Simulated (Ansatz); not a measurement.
## MgO: relaxed-ion elastic tensor

Theory: Ansatz 0.2.0, DFT PBE, scalar-relativistic, plane waves, PAW. Plane waves to 420 eV; Γ-centred k mesh 12×12×12; fixed occupations. No spin polarisation.

Equilibrium structure at this level:
```
Mg O
1.0
     0.00000    2.12690    2.12690
     2.12690    0.00000    2.12690
     2.12690    2.12690    0.00000
Mg O
1 1
Direct
  0.50000 0.50000 0.50000
  0.00000 0.00000 0.00000
```

The cell has the rock salt type, in a space group that the Crystallography Open Database lists for this formula; it was reached from a generator's guess.

Q: Give the relaxed-ion elastic constants (GPa, Voigt order xx yy zz yz xz xy, on the Cartesian axes of the cell above).

A:
C11 = 266.9, C12 = 90.0, C13 = 90.0, C22 = 266.9, C23 = 90.0, C33 = 266.9, C44 = 141.3, C55 = 141.3, C66 = 141.3 GPa; the others vanish.

Q: Is the crystal stable against homogeneous strain?

A: Yes: the least eigenvalue of the tensor is 141.3 GPa.

Q: And the moduli of a polycrystal (Hill averages)?

A: B = 149 GPa, G = 117 GPa, E = 278 GPa, ν = 0.19.
